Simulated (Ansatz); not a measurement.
# FeGe

Level of theory: DFT, r²SCAN, scalar-relativistic, collinear spin; plane waves to 500 eV with PAW datasets (Ansatz 0.2.0), 8×8×8 k-mesh, Gaussian smearing of 0.05 eV. The datasets are Ansatz's generated set soft_2.

```xyz
6
Lattice="4.9936 0.0000 0.0000 -2.4968 4.3246 0.0000 0.0000 0.0000 4.1153" Properties=species:S:1:pos:R:3 pbc="T T T"
Fe    2.4968    0.0000    0.0000
Fe    1.2484    2.1623    0.0000
Fe   -1.2484    2.1623    0.0000
Ge    0.0000    0.0000    0.0000
Ge    0.0000    2.8830    2.0576
Ge    2.4968    1.4415    2.0576
```

The chain of runs began from a structure of the Materials Project database, expanded in volume; all values here are this work's own. Such entries can be computed or ordered models and not known phases.

Magnetic state: ferromagnetic, site spin moments Fe 2.43; Ge -0.07, -0.06 μB.

The cell has space group P6/mmm (read at 0.01 Å). In it the stress is 0.00, 0.00, 0.09, 0.00, 0.00, 0.00 GPa, so the shape isn't fully relaxed, and the largest force component 0.000 eV/Å. Each change below starts from this cell, without further relaxation. Stress is in GPa, positive in compression, in the order xx, yy, zz, yz, xz, xy; energies are counted from the cell above and are free energies with the smearing's entropy, which match forces and stress in a metal.

Q: What happens when atom 3 (Fe) is moved by 0.12 Å along y?

A: The energy changes by 83.6 meV per cell, and the force on it along the shift is -1.401 eV/Å (−F/u = 11.68 eV/Å²). Stress: 0.37, 0.83, 0.18, 0.00, 0.00, -0.03.
| atom | Fx (eV/Å) | Fy | Fz |
| --- | --- | --- | --- |
| Fe1 | 0.131 | 0.476 | 0.000 |
| Fe2 | 0.016 | 0.240 | 0.000 |
| Fe3 | 0.080 | -1.401 | 0.000 |
| Ge4 | -0.345 | 0.570 | 0.000 |
| Ge5 | 0.046 | 0.051 | 0.000 |
| Ge6 | 0.072 | 0.064 | 0.000 |
In a harmonic crystal the energy would rise by −½F·u = ½ × 11.68 × 0.12² eV = 84.1 meV, which matches.

Q: A single strain component, atoms carried along, gave the stress 0.01, 0.02, 0.13, 0.45, 0.00, 0.00. Which component, and about how large?

A: An engineering strain of -1 % in yz; the energy changes by 1.2 meV per cell.

The run wasn't fully tested for a lower electronic state. Site moments are of spin, integrated over atomic spheres.

Displacing Fe3 draws a stronger response from the Ge in the kagome plane than from Fe1, although both contacts have the same length and lie at the same angle to the shift. The in-plane Fe–Ge contact is therefore the stiffer one, probably because directional Fe 3d–Ge 4p covalency adds to the metallic bonding. The small forces on Ge5 and Ge6 don't imply weak interlayer bonds, since the shift runs nearly perpendicular to them.

The Fe moment of 2.43 μB is larger than that measured in hexagonal FeGe, most likely because r²SCAN exaggerates exchange splitting in itinerant magnets. The parallel alignment within the plane agrees with the known order, but the real layers couple antiferromagnetically along the c axis, an arrangement that a cell with one Fe layer can't hold. As all periodic images move together, the restoring force also says nothing about the charge-density-wave distortion, which needs a larger cell.
